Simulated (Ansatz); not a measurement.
# Structures of TiAl: which is lowest?

Plane-wave DFT in Ansatz with scalar-relativistic PAW potentials, cutoff 500 eV, Γ-centred meshes chosen by cell and gap, Gaussian smearing with energies taken to zero width. Every cell was relaxed (cell and atoms) in a run of its own, within the symmetry of its start. Functional: r2SCAN.

Relaxed structures (starts from databases or built by putting these elements on another compound's sites):
A. P4/mmm, 2 atoms in the computed cell, a = 2.810 Å, c = 4.066 Å; sites (symmetry × multiplicity) Ti 4/mmm × 1, Al 4/mmm × 1; start: database
B. P-6m2, 2 atoms in the computed cell, a = 2.869 Å, c = 4.634 Å; sites (symmetry × multiplicity) Ti -6m2 × 1, Al -6m2 × 1; start: database
C. Pm-3m, 2 atoms in the computed cell, a = 3.171 Å; sites (symmetry × multiplicity) Ti m-3m × 1, Al m-3m × 1; start: database

Task: Rank them by energy. Could pressure change the order?

Result:
```tsv
structure	group	E − E(lowest) (meV/atom)	V (Å³/atom)	gap on mesh (eV)
A	P4/mmm	0.0	16.05	0.00
C	Pm-3m	139	15.95	0.00
B	P-6m2	178	16.51	0.00
```

A is lowest, 139 meV/atom under C. The two lowest differ in volume by under 3 %, too little for a first-order estimate of what pressure does to that pair (other pairs aren't weighed here); with rigid cells even 3 % in favour of the higher one would need about 46 GPa. Other structures may lie lower than all of these, and vibrations aren't counted.